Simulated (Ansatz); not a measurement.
# Pt (P6_3/mmc) in Ansatz: further runs

The runs below take Pt through relaxation of cell and atoms, with PBE.

All numbers are computed with Ansatz 0.2.0; they aren't measurements. Logs are shortened: lines on timing, memory, paths and dates and some standing lists are left out, and cuts for length are marked.

## (1) The structure

The structure is hexagonal, space group P6_3/mmc (No. 194). Conventional cell: a = 2.761 Å, b = 2.761 Å, c = 4.792 Å, α = 90.00°, β = 90.00°, γ = 120.00°. Pt (site symmetry -6m2) is surrounded by 12 Pt at 2.76 to 2.88 Å.

This isn't the form of Pt at room conditions, which is fcc.

## (2) Relaxation of cell and atoms, PBE

input.yaml

```yaml
crystal:
  lattice:
    - [2.7606656158, 0.0, 0.0]
    - [-1.3803328079, 2.3908065546, 0.0]
    - [0.0, 0.0, 4.792134]
  atoms:
    - { symbol: Pt, position: [0.3333333333, 0.6666666667, 0.25] }
    - { symbol: Pt, position: [0.6666666667, 0.3333333333, 0.75] }
hamiltonian:
  xc: pbe
  pseudopotentials: { kind: paw }
kpoints:
  mp_grid: { grid: [11, 11, 6] }
scf:
  occupations: { method: fermi_dirac, width: 0.05 }
output:
  forces: true
  stress: true
  eigenvalues: true
  write_density: true
  write_potential: true
  elf: true
  volumetric_format: npy
relax:
  f_tol: 0.01
  max_steps: 40
  cell: { stress_tol: 0.05 }
```

Potentials or basis: Ansatz PAW.

The run is started by

```
> ansatz run input.yaml --threads 2 --pin off --max-ram 5632MiB --backend cpu --events-out ev --progress --plain --runs-dir out
```

Standard output:

```text
Warning: RAYON_NUM_THREADS=2 ignored (pool sized by the plan → 2); use --threads N
Engine: ansatz 0.2.0, aarch64-unknown-linux-gnu
Pseudopotentials: kind: paw
Pseudopotential: Pt, paw, valence charge 18, recommended cutoff 420 eV (normal), Pt.paw.azcp
Functional definition: PBE
  parameter kappa = 0.804
  parameter beta = 0.06672455060314922
  exchange = pbe_x(kappa = kappa, mu = beta*pi^2/3)
  correlation = pbe_c(beta = beta)
Crystal: 2 atoms, lattice volume = 31.629 Å³
Basis set: ecut = 420 eV, 623 PW (Γ), exchange–correlation on 40×40×72 points (8 copies of the dense FFT grid, shifted against one another)
Bands: 22, of which v1, the nominal top of the filled ones, is band 18 counted from 1 (17 counted from 0)
Symmetry: 24 space group operations
Space group: P63/mmc (ITA 194), of the structure as read, at distance tolerance 3.2e-5 Å
k-points: 64 of 726
Non-local potential: Pt, projectors of the file, l = 0: 3, l = 1: 2, l = 2: 2, l = 3: 1
PAW form: soft (Blöchl's): semilocal exchange-correlation on the pseudo side does not see the compensation charge
PAW one-centre angular grid: Pt, 590 points (default); XC on 64 Gauss nodes
Initial density: superposition of atomic densities (neutral atoms: chi_scale 0, normalization atom), corrected by the library's trained network
Initial wavefunctions: pseudopotential atomic-orbital guess
Functional: x = pbe(κ = 0.804, μ = 0.2195149727645171), c = pbe(β = 0.06672455060314922)
SCF iter   1: F=—  HF=-25045.916376 eV  |F-HF|=—  |Δ(HF+E_count)|=         —  Δρ=6.85e-3  dr2=3.84e-3  ethr=1.77e-3  ⟨swp⟩=5.2  Hψ=5467  notcnv=0
preconditioner: auto → Kerker (q_TF=auto, 2.788 Å⁻¹)  [metal: Δε(μ)=0.001 eV  Ē_g=9.067 eV  σ=0.050 eV  W_gap=0.00  n_scr=10 (ndim 8)  ℏωp=29.5 eV  f_vac=0.000  D(μ)=4.35/eV (n_scr^D=66)]
SCF iter   2: F=—  HF=-25045.918695 eV  |F-HF|=—  |Δ(HF+E_count)|=   2.32e-3  Δρ=3.48e-3  dr2=9.83e-4  ethr=1.07e-5  ⟨swp⟩=2.0  Hψ=2464  notcnv=0
SCF iter   3: F=—  HF=-25045.919201 eV  |F-HF|=—  |Δ(HF+E_count)|=   5.07e-4  Δρ=4.59e-4  dr2=2.42e-5  ethr=2.73e-6  ⟨swp⟩=2.4  Hψ=1968  notcnv=0
SCF iter   4: F=—  HF=-25045.919222 eV  |F-HF|=—  |Δ(HF+E_count)|=   2.08e-5  Δρ=7.35e-5  dr2=1.17e-6  ethr=6.71e-8  ⟨swp⟩=2.1  Hψ=1933  notcnv=0
SCF iter   5: F=—  HF=-25045.919222 eV  |F-HF|=—  |Δ(HF+E_count)|=   2.86e-7  Δρ=1.97e-5  dr2=1.15e-7  ethr=3.24e-9  ⟨swp⟩=2.1  Hψ=1863  notcnv=0
SCF iter   6: F=-25045.919222 eV  HF=-25045.919222 eV  |F-HF|=3.93e-10  |Δ(HF+E_count)|=  4.77e-10  Δρ=3.84e-6  dr2=2.60e-9  ethr=2.78e-10  ⟨swp⟩=7.0  Hψ=7660  notcnv=0
SCF 1 converged in 6 iterations: F = -25045.919222 eV  dr2 = 2.60e-9
relax step   1: F+E_penalty+E_count = -25045.91922216 eV  Δ(F+E_penalty+E_count) = +0.000e0 eV  max|allowed force component| = 9.252e-17 eV/Å  Δτ_max = 0.0000 Å  P = -0.602 GPa  Ω = 31.629 Å³  (6 SCF iters, dr2 threshold 1.00e-7 eV, accepted)
Crystal: 2 atoms, lattice volume = 31.316 Å³
Basis set: ecut = 420 eV, 597 PW (Γ), exchange–correlation on 40×40×72 points (8 copies of the dense FFT grid, shifted against one another)
[... 57 lines left out ...]
SCF 5 converged in 8 iterations: F = -25045.920321 eV  dr2 = 1.71e-17
relax step   5: F+E_penalty+E_count = -25045.92032065 eV  Δ(F+E_penalty+E_count) = +3.200e-5 eV  max|allowed force component| = 1.827e-16 eV/Å  Δτ_max = 0.0000 Å  P = +0.015 GPa  Ω = 31.523 Å³  stress off target by 1.73e-2 GPa  SCF on the basis re-selected at this cell (its energy is not comparable with the rows above)  (8 SCF iters)
basis re-selected at this cell: Δ(F+E_penalty+E_count) = +3.200e-5 eV, ΔP = +0.000 GPa vs the last step (what re-selecting the basis moved, of the pressure what is left beyond the Pulay correction that the steps carried, after the strain that the cell walked since its last selection, with what the two solves' SCF thresholds leave and, on support functions, any second-order correction that the steps lacked; it is no measure of the basis error at this ecutwfc). The dense FFT grid was sized anew with the basis: this SCF ran on 20×20×32 points, the steps before it on 20×20×36, so part of this shift can come from that change (see relax.cell in the input reference). This SCF's stress stands 1.73e-2 GPa from its target on what of the cell is left free (relax.cell.stress_tol is 5.00e-2 GPa) and its largest allowed force component is 1.83e-16 eV/Å (relax.f_tol is 1.00e-2 eV/Å): within both
SCF converged after 8 iterations
Free energy (F): -25045.920321 eV
Harris-Foulkes:  -25045.920321 eV  (|F-HF|=7.28e-12)
Internal energy: -25045.883751 eV  (E = F + TS)
E sigma→0 (E₀):  -25045.902036 eV
Entropy (-TS):   -0.036570 eV (-18.285 meV/atom)
Fermi energy:    22.039593 eV
--- Per-component energies (eV) ---
  E_band       = -297.076205
  E_kinetic    = 1273.992023
  E_local      = -3043.924474  (includes V_loc(G=0)·N_el)
  E_nonlocal   = 399.811494
  E_hartree    = 1127.361124
  E_xc         = -523.055824
  E_vxc        = -605.000027  (∫ρ·V_xc dr)
  E_paw        = -18907.866520  (= ΣΔE_a)
  E_vpaw       = -576.677885  (= ΣTr[D̂ρ^β])
  E_aug_tail   = 0.000415  (compensation charges beyond the density's cutoff)
  E_ewald      = -5372.201989
  E_smearing   = -0.036570  (= −TS)
  E_closure    = 0.000000  (closes the sum)
  Σ components = -25045.920321   (vs F -25045.920321, Δ=0.00e0)
--- Forces (eV/Å), atoms counted from 1 ---
  atom   1  Pt     0.00000000    -0.00000000     0.00000000
  atom   2  Pt     0.00000000     0.00000000    -0.00000000
  max |Σ_I F_I| component: 9.25e-18 eV/Å
--- Stress (GPa, compression-positive) ---
        0.017278       0.000000       0.000000
       -0.000000       0.017278      -0.000000
        0.000000      -0.000000       0.010590
  P = ⅓ Tr σ = 0.0150 GPa (0.150 kbar)
--- Band table (eV; the first three rows and the last of 64) ---
  k-point 0: bands = ["-76.2692", "-76.2490", "-30.5734", "-30.3602", "-30.3602", "-30.3177", "-30.3177", "-30.2323", "12.3125", "14.9894", "18.1388", "18.6160", "18.6160", "18.9958", "18.9958", "20.1735", "20.1735", "21.3534", "21.8089", "21.8089", "26.8403", "37.0895"]
  k-point 1: bands = ["-76.2679", "-76.2504", "-30.5510", "-30.3574", "-30.3574", "-30.3206", "-30.3206", "-30.2556", "12.5526", "14.9542", "18.0772", "18.5797", "18.5797", "18.9243", "18.9243", "20.3527", "20.3527", "20.3548", "21.7602", "21.7602", "28.2878", "36.4934"]
  k-point 2: bands = ["-76.2642", "-76.2541", "-30.4894", "-30.3496", "-30.3496", "-30.3284", "-30.3284", "-30.3189", "13.2167", "14.7276", "17.9731", "18.5503", "18.5503", "18.7623", "18.7623", "18.8804", "20.7705", "20.7705", "21.5779", "21.5779", "31.1574", "35.8341"]
  k-point 63: bands = ["-76.2334", "-76.2334", "-30.6512", "-30.6512", "-30.5715", "-30.5715", "-30.3217", "-30.3217", "16.7512", "16.7512", "17.5809", "17.5809", "18.4145", "18.4145", "19.7677", "19.7677", "21.8972", "21.8972", "27.8235", "27.8235", "28.7475", "28.7475"]
--- Relaxed structure (4 steps of the walk, 3 accepted, 1 SCFs on fresh bases) ---
  F+E_penalty+E_count = -25045.92032065 eV   max|allowed force component| = 1.827e-16 eV/Å   (the final SCF, on the basis selected at the relaxed cell)
  cell:  # Å, volume = 31.5225 Å³
    - [2.7652356368933853, -7.565501813636141e-34, 0.0]
    - [-1.3826178184466926, 2.3947643089997133, -2.214886613591076e-19]
    - [0.0, -4.439519971463479e-19, 4.760208490309856]
  atoms:
    - { symbol: Pt, position: [0.33333333333333326, 0.6666666666666665, 0.25] }
    - { symbol: Pt, position: [0.6666666666666666, 0.33333333333333326, 0.7499999999999999] }
```

rho_z.tsv:

```text
# z_ang	rho[e/angstrom^3]
# format = ansatz-planar-average/11
# lattice	2.765235637	-0.000000000	0.000000000
# lattice	-1.382617818	2.394764309	-0.000000000
# lattice	0.000000000	-0.000000000	4.760208490
# sites	2
# site	78	0.000000000	1.596509539	1.190052123
# site	78	1.382617818	0.798254770	3.570156368
0.000000	2.724669e-1
0.148757	2.987250e-1
0.297513	3.910049e-1
0.446270	5.992977e-1
0.595026	9.635489e-1
0.743783	1.442505e0
[... 24 lines left out ...]
4.462695	3.910049e-1
4.611452	2.987250e-1
```

It took 5.4 s on 2 threads of Arm Neoverse V2, shared host; peak memory 0.32 GiB.

Results:

```yaml
Free_energy: -25045.9203 eV
Relaxed_volume: 15.76 Å³/atom
Relaxed_cell: a = 2.765 Å, b = 2.765 Å, c = 4.760 Å, α = 90.00°, β = 90.00°, γ = 120.00°
Space_group_after_relaxing_to_0.05_Å: P6_3/mmc (No. 194)
Energy_gained_by_relaxing: 0.5 meV/atom
Ionic_steps: 4
Pressure_after_relaxing: 0.0 GPa
Band_gap_on_the_k_mesh: none (metal or under the smearing width)
```

Step by step:
| step | energy change (eV) | largest force (eV/Å) | volume (Å³) |
| --- | --- | --- | --- |
| 1 | 0.0000 | 0.0000 | 31.63 |
| 2 | -0.0011 | 0.0000 | 31.53 |
| 3 | -0.0011 | 0.0000 | 31.52 |
| 4 | -0.0011 | 0.0000 | 31.52 |

Final structure:
```yaml
crystal:
  lattice:
    - [2.76524, 0.00000, 0.00000]
    - [-1.38262, 2.39476, 0.00000]
    - [0.00000, 0.00000, 4.76021]
  atoms:
    - { symbol: Pt, position: [0.33333, 0.66667, 0.25000] }
    - { symbol: Pt, position: [0.66667, 0.33333, 0.75000] }
```

Caveat: the plane-wave basis is chosen anew once the cell has moved, so the energies of steps on either side of that aren't comparable.

## (3) Relaxation of cell and atoms, PBE, target pressure 2 GPa, at which the enthalpy is minimised

input.yaml, as its differences from that of step 2:

```diff
@@ -19,6 +19,2 @@
   eigenvalues: true
-  write_density: true
-  write_potential: true
-  elf: true
-  volumetric_format: npy
 relax:
@@ -26,2 +22,2 @@
   max_steps: 40
-  cell: { stress_tol: 0.05 }
+  cell: { stress_tol: 0.05, p_target: 2.0 }
```

Potentials or basis: Ansatz PAW.

The run is started by

```
> ansatz run input.yaml --threads 2 --pin off --max-ram 5632MiB --backend cpu --events-out ev --progress --plain --runs-dir out
```

Wall time 6 s (2 threads of Arm Neoverse V2, shared host); peak memory 0.31 GiB.

It converged, with:

```
Free energy                                            : -25045.9187 eV
Relaxed volume                                         : 15.63 Å³/atom
Relaxed cell                                           : a = 2.759 Å, b = 2.759 Å, c = 4.743 Å, α = 90.00°, β = 90.00°, γ = 120.00°
Space group after relaxing (to 0.05 Å)                 : P6_3/mmc (No. 194)
Energy change on relaxing (the enthalpy is what falls) : +0.2 meV/atom
Ionic steps                                            : 5
Pressure after relaxing                                : 2.0 GPa
Band gap on the k mesh                                 : none (metal or under the smearing width)
```

Step by step:
| step | energy change (eV) | largest force (eV/Å) | volume (Å³) |
| --- | --- | --- | --- |
| 1 | 0.0000 | 0.0000 | 31.63 |
| 2 | 0.0003 | 0.0000 | 31.28 |
| 3 | 0.0005 | 0.0000 | 31.26 |
| 4 | 0.0004 | 0.0000 | 31.27 |
| 5 | 0.0005 | 0.0000 | 31.27 |

Final structure:
```
Pt
1.0
     2.75888    0.00000    0.00000
    -1.37944    2.38926    0.00000
     0.00000    0.00000    4.74345
Pt
2
Direct
  0.33333 0.66667 0.25000
  0.66667 0.33333 0.75000
```

Levels at points of the mesh, in eV from the Fermi level:
| k point | band 15 | band 16 | band 17 | band 18 | band 19 | band 20 | band 21 | band 22 |
| --- | --- | --- | --- | --- | --- | --- | --- | --- |
| (0.00, 0.00, 0.00) | -3.08 | -1.90 | -1.90 | -0.71 | -0.24 | -0.24 | 4.87 | 15.03 |
| (0.00, 0.00, -0.50) | -3.47 | -3.47 | -0.82 | -0.82 | -0.82 | -0.82 | 12.18 | 12.18 |

Caveat: the plane-wave basis is chosen anew once the cell has moved, so the energies of steps on either side of that aren't comparable. The run has no spin-orbit coupling, so splittings on Pt are missing.
